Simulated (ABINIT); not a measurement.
# WS2 in ABINIT: a series of runs

One slab, WS2, is run at these levels: LDA; tasks: relaxation of cell and atoms, single point.

All numbers are computed with ABINIT 10.8.3 (patched build); they aren't measurements. Logs are shortened: lines on timing, memory, paths and dates and some standing lists are left out, and cuts for length are marked. The log counts tension as positive stress, the text compression.

### Step 1. The structure

The cell holds a slab with vacuum, 3 atoms: a = 3.184 Å, b = 3.184 Å, c = 16.951 Å, α = 90.00°, β = 90.00°, γ = 120.00°.

### Step 2. Relaxation of cell and atoms, LDA

Input file run.abi:

```
# Pseudopotentials
pp_dirpath "./"
pseudos "W.upf, S.upf"

# Structure
acell 3.1835163552 3.1835163551 16.95057789 Angstrom
rprim
     1.0000000000     0.0000000000     0.0000000000
    -0.5000000000     0.8660254038     0.0000000000
     0.0000000000     0.0000000000     1.0000000000
ntypat 2
znucl 74 16
natom 3
typat 1 2 2
chkprim 0
chksymtnons 0
tolsym 1.0e-6
xred
            0.0            0.0            0.0
            1/3            2/3   0.0920005100
            1/3            2/3   0.9079994900

# Plane-wave basis
ecut 35.0
ecutsm 0.5

# k points
kptopt 1
ngkpt 8 8 2
nshiftk 1
shiftk 0.0 0.0 0.0

# Exchange and correlation
ixc 7

# Bands and occupations
nband 17
occopt 3
tsmear 0.05 eV

# SCF cycle
nstep 80
tolvrs 1.0e-12

# Output
iomode 3
prteig 0
prtebands 0
prtwf 0
prtden 0

# Relaxation
ionmov 2
optcell 2
ntime 50
tolmxf 2.0e-5
dilatmx 1.08
```

Potentials or basis: PseudoDojo NC SR LDA v0.4.1 standard.

The run is started by

```
mpirun --bind-to none -np 4 abinit run.abi > log 2>&1
```

run.abo:

```text
.Version 10.8.3 of ABINIT
 Symmetries : space group P-6 m 2 (#187); Bravais hP (primitive hexag.)
================================================================================
 Values of the parameters that define the memory need of the present run
     intxc =       0    ionmov =       2      iscf =       7    lmnmax =       8
     lnmax =       8     mgfft =     192  mpssoang =       4    mqgrid =    9214
     natom =       3  nloc_mem =       1    nspden =       1   nspinor =       1
    nsppol =       1      nsym =      12    n1xccc =    2501    ntypat =       2
    occopt =       3   xclevel =       1
       mpw =       12562          nfft =      248832          nkpt =          20
================================================================================
================================================================================

--------------------------------------------------------------------------------
------------- Echo of variables that govern the present computation ------------
--------------------------------------------------------------------------------
 -outvars: echo values of preprocessed input variables --------
            acell      6.0159740287E+00  6.0159740285E+00  3.2031949888E+01 Bohr
              amu      1.83850000E+02  3.20660000E+01
          chkprim           0
      chksymtnons           0
          dilatmx      1.08000000E+00
             ecut      3.50000000E+01 Hartree
           ecutsm      5.00000000E-01 Hartree
           ionmov           2
              ixc           7
         kptrlatt        8    0    0      0    8    0      0    0    2
          kptrlen      4.81277922E+01
            natom           3
            nband          17
            ngfft          36      36     192
             nkpt          20
            nstep          80
             nsym          12
            ntime          50
           ntypat           2
           occopt           3
          optcell           2
           prtden           0
        prtebands           0
           prteig           0
            prtwf           0
            rprim      1.0000000000E+00  0.0000000000E+00  0.0000000000E+00
                      -5.0000000000E-01  8.6602540380E-01  0.0000000000E+00
                       0.0000000000E+00  0.0000000000E+00  1.0000000000E+00
          spgroup         187
           tolmxf      2.00000000E-05
           tolsym      1.00000000E-06
           tolvrs      1.00000000E-12
           tsmear      1.83746611E-03 Hartree
            typat      1  2  2
           xangst      0.0000000000E+00  0.0000000000E+00  0.0000000000E+00
                       3.3333392411E-11  1.8380040246E+00  1.5594618107E+00
                       3.3333392411E-11  1.8380040246E+00  1.5391116079E+01
            xcart      0.0000000000E+00  0.0000000000E+00  0.0000000000E+00
                       6.2990982505E-11  3.4733242248E+00  2.9469557260E+00
                       6.2990982505E-11  3.4733242248E+00  2.9084994162E+01
             xred      0.0000000000E+00  0.0000000000E+00  0.0000000000E+00
                       3.3333333333E-01  6.6666666667E-01  9.2000510000E-02
                       3.3333333333E-01  6.6666666667E-01  9.0799949000E-01
            znucl       74.00000   16.00000

================================================================================

 chkinp: Checking input parameters for consistency.

================================================================================
== DATASET  1 ==================================================================

--- !DatasetInfo
iteration_state: {dtset: 1, }
dimensions: {natom: 3, nkpt: 20, mband: 17, nsppol: 1, nspinor: 1, nspden: 1, mpw: 12562, }
cutoff_energies: {ecut:  35.0, pawecutdg:  -1.0, }
electrons: {nelect:   2.60000000E+01, charge:   0.00000000E+00, occopt:   3.00000000E+00, tsmear:   1.83746611E-03, }
meta: {optdriver: 0, ionmov: 2, optcell: 2, iscf: 7, paral_kgb: 0, }
...

 Exchange-correlation functional for the present dataset will be:
  LDA: Perdew-Wang 92 LSD fit to Ceperley-Alder data - ixc=7
  J.P.Perdew and Y.Wang, PRB 45, 13244 (1992)

 Real(R)+Recip(G) space primitive vectors, cartesian coordinates (Bohr,Bohr^-1):
 R(1)=  6.0159740  0.0000000  0.0000000  G(1)=  0.1662241  0.0959695  0.0000000
 R(2)= -3.0079870  5.2099863  0.0000000  G(2)=  0.0000000  0.1919391  0.0000000
 R(3)=  0.0000000  0.0000000 32.0319499  G(3)=  0.0000000  0.0000000  0.0312188
 Unit cell volume ucvol=  1.0039820E+03 bohr^3
 Angles (23,13,12)=  9.00000000E+01  9.00000000E+01  1.20000000E+02 degrees

 getcut: wavevector=  0.0000  0.0000  0.0000  ngfft=  36  36 192
         ecut(hartree)=     40.824   => boxcut(ratio)=   2.08053

--- Pseudopotential description ------------------------------------------------
- pspini: atom type   1  psp file is ./W.upf
  74.00000  14.00000  180309                  znucl, zion, pspdat
12 -1012 3 -1 1380                            pspcod,pspxc,lmax,lloc,mmax
     nproj     2     2     2     2

- pspini: atom type   2  psp file is ./S.upf
  16.00000   6.00000  180309                  znucl, zion, pspdat
12 -1012 2 -1 1132                            pspcod,pspxc,lmax,lloc,mmax
     nproj     2     2     2     0

   7.42794390E+02                                ecore*ucvol(ha*bohr**3)
--------------------------------------------------------------------------------

================================================================================

=== [ionmov= 2] Broyden-Fletcher-Goldfarb-Shanno method (forces)
================================================================================

--- Iteration: ( 1/50) Internal Cycle: (1/1)
--------------------------------------------------------------------------------

---SELF-CONSISTENT-FIELD CONVERGENCE--------------------------------------------

--- !BeginCycle
iteration_state: {dtset: 1, itime: 1, icycle: 1, }
solver: {iscf: 7, nstep: 80, nline: 4, wfoptalg: 0, }
tolerances: {tolvrs: 1.00E-12, }
...
[... 694 lines left out ...]
  5.90268756288099E+00  0.00000000000000E+00  0.00000000000000E+00
 -2.95134378134779E+00  5.11187737998867E+00  0.00000000000000E+00
  0.00000000000000E+00  0.00000000000000E+00  3.20316771564000E+01
 Unitary Cell Volume (ucvol) [Bohr^3]=  9.66517901740630E+02
 Angles (23,13,12)= [degrees]
  9.00000000000000E+01  9.00000000000000E+01  1.19999999999554E+02
 Lengths [Bohr]
  5.90268756288099E+00  5.90268756277512E+00  3.20316771564000E+01
 Stress tensor in cartesian coordinates (strten) [Ha/bohr^3]
 -2.39497653686024E-08 -1.44201780767324E-14  0.00000000000000E+00
 -1.44201780767324E-14 -2.39497439903039E-08  0.00000000000000E+00
  0.00000000000000E+00  0.00000000000000E+00 -2.65624751793645E-08
 Total energy (etotal) [Ha]= -9.81396238724577E+01

 Difference of energy with previous step (new-old):
           Absolute (Ha)=-1.57610E-07
           Relative     =-1.60598E-09

 At Broyd/MD step   6, gradients are converged :
  max grad (force/stress) = 5.4928E-06 < tolmxf= 2.0000E-05 ha/bohr (free atoms)

================================================================================

 ----iterations are completed or convergence reached----

 Mean square residual over all n,k,spin=   32.447E-20; max=  52.242E-18
 reduced coordinates (array xred) for    3 atoms
      -0.000000000000     -0.000000000000      0.000000000000
       0.333333333333      0.666666666667      0.092007469339
       0.333333333333      0.666666666667      0.907992530661
 rms dE/dt=  8.2940E-05; max dE/dt=  1.7594E-04; dE/dt below (all hartree)
    1       0.000000000000      0.000000000000      0.000000000000
    2       0.000000000000     -0.000000000000     -0.000175942521
    3      -0.000000000000      0.000000000000      0.000175942521

 cartesian coordinates (angstrom) at end:
    1     -0.00000000000000    -0.00000000000000     0.00000000000000
    2      0.00000000003271     1.80339267505692     1.55956649666667
    3      0.00000000003271     1.80339267505692    15.39086707000307

 cartesian forces (hartree/bohr) at end:
    1     -0.00000000000000    -0.00000000000000    -0.00000000000000
    2      0.00000000000000     0.00000000000000     0.00000549276642
    3      0.00000000000000     0.00000000000000    -0.00000549276642
 frms,max,avg= 2.5893149E-06 5.4927664E-06   0.000E+00  0.000E+00  0.000E+00 h/b

 cartesian forces (eV/Angstrom) at end:
    1     -0.00000000000000    -0.00000000000000    -0.00000000000000
    2      0.00000000000000     0.00000000000000     0.00028244940553
    3      0.00000000000000     0.00000000000000    -0.00028244940553
 frms,max,avg= 1.3314793E-04 2.8244941E-04   0.000E+00  0.000E+00  0.000E+00 e/A
 length scales=  5.902687562881  5.902687562775 32.031677156400 bohr
              =  3.123567739238  3.123567739182 16.950433566670 angstroms
 Fermi (or HOMO) energy (hartree) =   0.01654   Average Vxc (hartree)=  -0.17636
 Eigenvalues (hartree) for nkpt=  20  k points:
 kpt#   1, nband= 17, wtk=  0.00781, kpt=  0.0000  0.0000  0.0000 (reduced coord)
  -2.73445   -1.42224   -1.41397   -1.41397   -0.56885   -0.50449   -0.26048   -0.12511
  -0.12511   -0.10056   -0.07678   -0.07678   -0.02522    0.09293    0.09293    0.10006
   0.10006
      occupation numbers for kpt#   1
   2.00000    2.00000    2.00000    2.00000    2.00000    2.00000    2.00000    2.00000
   2.00000    2.00000    2.00000    2.00000    2.00000    0.00000    0.00000    0.00000
   0.00000
 prteigrs : prtvol=0 or 1, do not print more k-points.

--- !EnergyTerms
iteration_state     : {dtset: 1, itime: 6, icycle: 1, }
comment             : Components of total free energy in Hartree
kinetic             :  2.82286031436120E+01
hartree             :  2.24027898357516E+02
xc                  : -2.28736975740577E+01
Ewald energy        :  1.48322386967288E+02
psp_core            :  7.68526261453730E-01
local_psp           : -4.92397547301640E+02
non_local_psp       :  1.57842062733721E+01
internal            : -9.81396238724557E+01
'-kT*entropy'       : -1.96399485637060E-12
total_energy        : -9.81396238724576E+01
total_energy_eV     : -2.67051521122874E+03
band_energy         : -1.79350732769884E+01
...

 rms coord change=  3.2807E-06   atom, delta coord (reduced):
     1       -0.000000000000     -0.000000000000      0.000000000000
     2        0.000000000000      0.000000000000      0.000006959339
     3        0.000000000000      0.000000000000     -0.000006959339

 Cartesian components of stress tensor (hartree/bohr^3)
  sigma(1 1)= -2.39497654E-08  sigma(3 2)=  0.00000000E+00
  sigma(2 2)= -2.39497440E-08  sigma(3 1)=  0.00000000E+00
  sigma(3 3)= -2.65624752E-08  sigma(2 1)= -1.44201781E-14

-Cartesian components of stress tensor (GPa)         [Pressure=  7.3025E-04 GPa]
- sigma(1 1)= -7.04626424E-04  sigma(3 2)=  0.00000000E+00
- sigma(2 2)= -7.04625795E-04  sigma(3 1)=  0.00000000E+00
- sigma(3 3)= -7.81495001E-04  sigma(2 1)= -4.24256286E-10

== END DATASET(S) ==============================================================
================================================================================

 -outvars: echo values of variables after computation  --------
            acell      5.9026875629E+00  5.9026875628E+00  3.2031677156E+01 Bohr
           etotal     -9.8139623872E+01
            fcart     -1.9767485872E-28 -1.6680192499E-28 -0.0000000000E+00
                       5.3220154270E-29  1.0973810855E-28  5.4927664172E-06
                       1.4445470445E-28  5.7063816444E-29 -5.4927664172E-06
            rprim      1.0000000000E+00  0.0000000000E+00  0.0000000000E+00
                      -4.9999999999E-01  8.6602540379E-01  0.0000000000E+00
                       0.0000000000E+00  0.0000000000E+00  1.0000000000E+00
           strten     -2.3949765369E-08 -2.3949743990E-08 -2.6562475179E-08
                       0.0000000000E+00  0.0000000000E+00 -1.4420178077E-14
           xangst     -2.9486801405E-28 -4.9614417628E-28  0.0000000000E+00
                       3.2705781808E-11  1.8033926751E+00  1.5595664967E+00
                       3.2705781808E-11  1.8033926751E+00  1.5390867070E+01
             xred     -1.8610673317E-28 -1.8341140494E-28  0.0000000000E+00
                       3.3333333333E-01  6.6666666667E-01  9.2007469339E-02
                       3.3333333333E-01  6.6666666667E-01  9.0799253066E-01
 Calculation completed.
```

Wall time 4.2 min (4 MPI ranks of AMD EPYC 9R45 (Zen 5), shared host); peak memory 0.56 GiB.

What came out:

| Property | Result |
| --- | --- |
| Free energy | -2670.5152 eV |
| Relaxed volume | 47.74 Å³/atom |
| Relaxed cell | a = 3.124 Å, b = 3.124 Å, c = 16.950 Å, α = 90.00°, β = 90.00°, γ = 120.00° |
| Space group after relaxing (to 0.05 Å) | P-6m2 (No. 187) |
| Energy gained by relaxing | 15.1 meV/atom |
| Ionic steps | 6 |
| Band gap on the k mesh | 2.33 eV, indirect (least direct gap 2.46 eV) |

Step by step:
```
step  energy change (eV)  largest force (eV/Å)  pressure (GPa)  volume (Å³)
   1              0.0000                0.4337           -2.18       148.77
   2             -0.0156                0.2428           -1.64       147.79
   3             -0.0352                0.2560           -0.11       144.95
   4             -0.0377                0.2359           -0.05       144.65
   5             -0.0453                0.0059            0.02       143.18
   6             -0.0453                0.0003            0.00       143.22
```

Final structure:
```cif
data_structure
_symmetry_space_group_name_H-M 'P 1'
_symmetry_Int_Tables_number 1
_cell_length_a 3.1236
_cell_length_b 3.1236
_cell_length_c 16.9504
_cell_angle_alpha 90.000
_cell_angle_beta 90.000
_cell_angle_gamma 120.000
_cell_volume 143.22
loop_
_atom_site_label
_atom_site_type_symbol
_atom_site_fract_x
_atom_site_fract_y
_atom_site_fract_z
_atom_site_occupancy
W1 W 0.00000 0.00000 0.00000 1
S1 S 0.33333 0.66667 0.09201 1
S2 S 0.33333 0.66667 0.90799 1
```

Caveat: spin-orbit coupling is left out, which moves the levels of the heavy elements.

### Step 3. Single point, LDA (cell relaxed)

Input file run.abi:

```
pp_dirpath "./"
pseudos "W.upf, S.upf"

acell 3*1.0
rprim
     5.9026875603     0.0000000000     0.0000000000
    -2.9513437802     5.1118773716     0.0000000000
     0.0000000000     0.0000000000    32.0316771599
ntypat 2
znucl 74 16
natom 3
typat 1 2 2
xred
     0.0000000000     0.0000000000     0.0000000000
     0.3333333300     0.6666666700     0.0920074700
     0.3333333300     0.6666666700     0.9079925300
chkprim 0
chksymtnons 0
tolsym 1.0e-6

ecut 35.0

kptopt 1
ngkpt 8 8 2
nshiftk 1
shiftk 0.0 0.0 0.0

ixc 7

nband 17
occopt 3
tsmear 0.05 eV

nstep 100
tolvrs 1.0e-10

iomode 3
prtwf 0
prtden 0
prteig 0
prtebands 0
```

Potentials or basis: PseudoDojo NC SR LDA v0.4.1 standard.

The run is started by

```
mpirun --bind-to none -np 4 abinit run.abi > log 2>&1
```

Wall time 27 s (4 MPI ranks of AMD EPYC 9R45 (Zen 5), shared host); peak memory 0.44 GiB.

Results (log left out):

| Property | Result |
| --- | --- |
| Free energy | -2670.5154 eV |
| Band gap on the k mesh | 2.33 eV, indirect (least direct gap 2.46 eV) |
| Valence electrons inside the program's atomic spheres | W 10.21; S 3.97 |

Levels at points of the mesh, in eV from the valence-band top:
```csv
k point,band 11,band 12,band 13,band 14,band 15,band 16
"(0.00, 0.00, 0.00)",-1.40,-1.40,0.00,3.21,3.21,3.41
"(0.50, 0.00, 0.00)",-2.01,-0.97,-0.77,3.24,3.64,4.26
"(0.00, 0.00, 0.50)",-1.40,-1.40,0.00,3.21,3.21,3.41
"(0.50, 0.00, 0.50)",-2.01,-0.97,-0.77,3.24,3.64,4.26
```

Caveat: spin-orbit coupling is left out, which moves the levels of the heavy elements.

(Continued in part 2 of 2.)
